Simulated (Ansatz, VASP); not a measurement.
**One calculation of GaP2, two programs**

```
CELL_PARAMETERS angstrom
3.62101 0.00000 0.00000
0.00000 3.62101 0.00000
0.00000 0.00000 4.07286
ATOMIC_POSITIONS crystal
Ga 0.00000 0.00000 0.00000
P 0.50000 0.00000 0.56382
P 0.00000 0.50000 0.43618
```

Change from the starting cell: species swapped into the Ta2H type (P-4m2, No. 115).

Alike in both runs: task relaxation of cell and atoms; functional PBE; k mesh 6 × 6 × 4; occupations gaussian, width 0.1 eV; no spin polarisation.

|  | VASP | Ansatz |
| --- | --- | --- |
| version | VASP 6.6.1 | Ansatz 0.2.0 |
| potentials or method | VASP PAW PBE potentials, release 64 (Ga_d, P) | scalar-relativistic, plane waves, PAW |
| plane-wave cutoff (eV) | 600 | 420 |
| valence electrons in the cell | 23 | 23 |

VASP gave:

```
gap on the k mesh at the Fermi level, each at its own relaxed structure (eV) : none
relaxed volume (Å³/atom)                                                     : 17.99
relaxed cell length with the largest relative difference (Å)                 : 4.071
energy change over the relaxation (meV/atom)                                 : -1
```

Problem. Estimate Ansatz's values.

Solution. gap on the k mesh at the Fermi level, each at its own relaxed structure (eV): none; relaxed volume (Å³/atom): 17.97; relaxed cell length with the largest relative difference (Å): 4.084; energy change over the relaxation (meV/atom): -1.

A gap of «none» marks a metal or a gap that the smearing closes.

Caveats: the k mesh is coarse (spacing up to 0.39 Å⁻¹), so the values aren't converged.
